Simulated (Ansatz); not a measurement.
A plane-wave DFT run in Ansatz 0.2.0 (scalar-relativistic PAW potentials unless the input names others): input and command.

```yaml
crystal:
  lattice:
    - [0.0, 2.9882564654, 2.9882564654]
    - [2.9882564654, 0.0, 2.9882564654]
    - [2.9882564654, 2.9882564654, 0.0]
  atoms:
    - { symbol: Sn, position: [0.0, 0.0, 0.0] }
    - { symbol: Se, position: [0.5, 0.5, 0.5] }
basis:
  ecutwfc: 420
kpoints:
  mp_grid: { grid: [10, 10, 10] }
hamiltonian:
  xc: pbe
  dispersion: d3bj
scf:
  occupations: { method: tetrahedron_uncorrected }
  n_extra_bands: 1
output:
  forces: true
  eigenvalues: true
  stress: true
relax:
  adjacent_minimum: "off"
  f_tol: 0.001
  max_steps: 60
  cell: { stress_tol: 0.02, p_target: 50.0 }
```

```bash
ansatz run input.yaml --threads 1 --pin off --max-ram 3072MiB --backend cpu --events-out ev --progress --plain --runs-dir out
```

Abridged log:
```
Warning: relax: with tetrahedron occupations the Hellmann–Feynman forces and the energy need not agree along the walk (scf.occupations.method in the input reference, under Limitations); prefer a smearing scheme for the relaxation and re-run the relaxed geometry with tetrahedron occupations for the final energies/DOS
Basis set: ecut = 420 eV, 1037 PW (Γ), exchange–correlation on 60×60×60 points (8 copies of the dense FFT grid, shifted against one another)
Bands: 16, of which v1, the nominal top of the filled ones, is band 15 counted from 1 (14 counted from 0)
Symmetry: 48 space group operations
k-points: 47 of 1000
SCF iter   1: F=—  HF=-11494.867482 eV  |F-HF|=—  |Δ(HF+E_count)|=         —  Δρ=5.07e-4  dr2=1.03e-4  ethr=1.77e-3  ⟨swp⟩=6.1  Hψ=3668  notcnv=0
SCF iter   2: F=—  HF=-11494.866517 eV  |F-HF|=—  |Δ(HF+E_count)|=   9.65e-4  Δρ=3.92e-4  dr2=4.42e-5  ethr=3.42e-7  ⟨swp⟩=3.0  Hψ=2101  notcnv=0
SCF iter   3: F=—  HF=-11494.866530 eV  |F-HF|=—  |Δ(HF+E_count)|=   1.30e-5  Δρ=2.08e-4  dr2=1.13e-5  ethr=1.47e-7  ⟨swp⟩=2.0  Hψ=1505  notcnv=0
SCF iter   4: F=—  HF=-11494.866555 eV  |F-HF|=—  |Δ(HF+E_count)|=   2.47e-5  Δρ=1.05e-4  dr2=4.58e-6  ethr=3.77e-8  ⟨swp⟩=3.0  Hψ=1551  notcnv=0
SCF iter   5: F=—  HF=-11494.866553 eV  |F-HF|=—  |Δ(HF+E_count)|=   2.15e-6  Δρ=5.62e-5  dr2=1.23e-6  ethr=1.53e-8  ⟨swp⟩=2.1  Hψ=1275  notcnv=0
SCF iter   6: F=-11494.866552 eV  HF=-11494.866552 eV  |F-HF|=6.74e-8  |Δ(HF+E_count)|=   9.83e-7  Δρ=1.08e-5  dr2=4.00e-8  ethr=3.33e-10  ⟨swp⟩=3.6  Hψ=3850  notcnv=0
SCF 1 converged in 6 iterations: F = -11494.866552 eV  dr2 = 4.00e-8
relax step   1: F+E_penalty+E_count = -11494.86655177 eV  Δ(F+E_penalty+E_count) = +0.000e0 eV  max|allowed force component| = 1.512e-29 eV/Å  Δτ_max = 0.0000 Å  P = +0.009 GPa  Ω = 53.368 Å³  (6 SCF iters, dr2 threshold 1.00e-7 eV, accepted)
Crystal: 2 atoms, lattice volume = 45.938 Å³
Basis set: ecut = 420 eV, 893 PW (Γ), exchange–correlation on 60×60×60 points (8 copies of the dense FFT grid, shifted against one another)
Initial density: handed on by an earlier stage of this run
Initial wavefunctions: those handed on with the density
SCF iter   1: F=—  HF=-11494.650089 eV  |F-HF|=—  |Δ(HF+E_count)|=         —  Δρ=5.46e-3  dr2=2.60e-2  ethr=8.84e-5  ⟨swp⟩=1.0  Hψ=4794  notcnv=0
SCF iter   2: F=—  HF=-11494.642847 eV  |F-HF|=—  |Δ(HF+E_count)|=   7.24e-3  Δρ=2.07e-3  dr2=2.26e-3  ethr=8.67e-5  ⟨swp⟩=3.6  Hψ=1295  notcnv=0
   ...
SCF iter   2: F=—  HF=-11492.955837 eV  |F-HF|=—  |Δ(HF+E_count)|=   3.04e-7  Δρ=6.72e-5  dr2=1.13e-6  ethr=2.02e-8  ⟨swp⟩=3.2  Hψ=1500  notcnv=0
SCF iter   3: F=-11492.955837 eV  HF=-11492.955838 eV  |F-HF|=5.69e-8  |Δ(HF+E_count)|=   2.92e-7  Δρ=1.81e-5  dr2=1.10e-7  ethr=6.67e-10  ⟨swp⟩=3.0  Hψ=3234  notcnv=0
SCF 6 converged in 3 iterations: F = -11492.955837 eV  dr2 = 1.10e-7
relax step   6: F+E_penalty+E_count = -11492.95583746 eV  Δ(F+E_penalty+E_count) = +4.260e-2 eV  max|allowed force component| = 4.750e-30 eV/Å  Δτ_max = 0.0000 Å  P = +49.992 GPa  Ω = 35.841 Å³  energy of the carried Pulay correction = +3.095e-3 eV  (3 SCF iters, dr2 threshold 2.00e-7 eV, accepted)
Basis set: ecut = 420 eV, 725 PW (Γ), exchange–correlation on 50×50×50 points (8 copies of the dense FFT grid, shifted against one another)
Initial wavefunctions: pseudopotential atomic-orbital guess (no wavefunctions were taken with the density)
SCF iter   1: F=—  HF=-11492.952741 eV  |F-HF|=—  |Δ(HF+E_count)|=         —  Δρ=2.57e-4  dr2=2.97e-6  ethr=1.40e-7  ⟨swp⟩=2.8  Hψ=5668  notcnv=0
SCF iter   2: F=—  HF=-11492.952746 eV  |F-HF|=—  |Δ(HF+E_count)|=   5.02e-6  Δρ=1.25e-4  dr2=7.51e-7  ethr=9.90e-9  ⟨swp⟩=2.3  Hψ=1518  notcnv=0
SCF iter   3: F=—  HF=-11492.952748 eV  |F-HF|=—  |Δ(HF+E_count)|=   2.73e-6  Δρ=3.10e-5  dr2=4.19e-8  ethr=2.50e-9  ⟨swp⟩=2.0  Hψ=1036  notcnv=0
SCF iter   4: F=—  HF=-11492.952749 eV  |F-HF|=—  |Δ(HF+E_count)|=   2.04e-7  Δρ=2.77e-6  dr2=1.02e-9  ethr=1.40e-10  ⟨swp⟩=2.3  Hψ=1281  notcnv=0
SCF iter   5: F=—  HF=-11492.952749 eV  |F-HF|=—  |Δ(HF+E_count)|=  6.38e-10  Δρ=1.47e-7  dr2=8.58e-12  ethr=3.40e-12  ⟨swp⟩=2.6  Hψ=1485  notcnv=0
SCF iter   6: F=-11492.952749 eV  HF=-11492.952749 eV  |F-HF|=3.64e-12  |Δ(HF+E_count)|=  1.82e-12  Δρ=5.85e-8  dr2=1.41e-12  ethr=1.00e-12  ⟨swp⟩=5.8  Hψ=3378  notcnv=0
SCF 7 converged in 6 iterations: F = -11492.952749 eV  dr2 = 1.41e-12
SCF converged after 6 iterations
Free energy (F): -11492.952749 eV
Harris-Foulkes:  -11492.952749 eV  (|F-HF|=3.64e-12)
Internal energy: -11492.952749 eV  (E = F + TS)
E sigma→0 (E₀):  -11492.952749 eV
Fermi energy:    17.145322 eV
  E_disp       = -1.083439  (pairwise vdW)
--- Forces (eV/Å), atoms counted from 1 ---
  atom   1  Sn     0.00000000     0.00000000     0.00000000
  atom   2  Se     0.00000000     0.00000000     0.00000000
--- Stress (GPa, compression-positive) ---
       49.994284       0.000000       0.000000
        0.000000      49.994284       0.000000
        0.000000       0.000000      49.994284
  P = ⅓ Tr σ = 49.9943 GPa (499.943 kbar)
--- Relaxed structure (6 steps of the walk, 6 accepted, 1 SCFs on fresh bases) ---
  F+E_penalty+E_count = -11492.95274860 eV   max|allowed force component| = 6.705e-30 eV/Å   (the final SCF, on the basis selected at the relaxed cell)
  cell:  # Å, volume = 35.8410 Å³
    - [0.0, 2.61687692, 2.61687692]
    - [2.61687692, 0.0, 2.61687692]
    - [2.61687692, 2.61687692, 0.0]
  atoms:
    - { symbol: Sn, position: [0.0, 0.0, 0.0] }
    - { symbol: Se, position: [0.5, 0.5, 0.5] }
```

Apart from outputs, the input differs from a reference run on usual settings in scf.occupations.method: "fixed" → "tetrahedron_uncorrected"; scf.n_extra_bands: not typed → 1. The reference, at the same start, ended its own course with a relaxed volume of 17.92 Å³/atom, pressure 49.99 GPa, largest force 0.000 eV/Å, gap on the mesh 0.06 eV. This run converged in 37 SCF iterations over all its steps (reference: 38) with an energy at zero smearing within 0.01 meV/atom of the reference's, a relaxed volume of 17.92 Å³/atom, pressure 49.99 GPa, largest force 0.000 eV/Å, gap on the mesh 0.06 eV.

It took 31 s on 1 thread of AMD EPYC (Zen 3) (shared host), peak memory 0.38 GiB.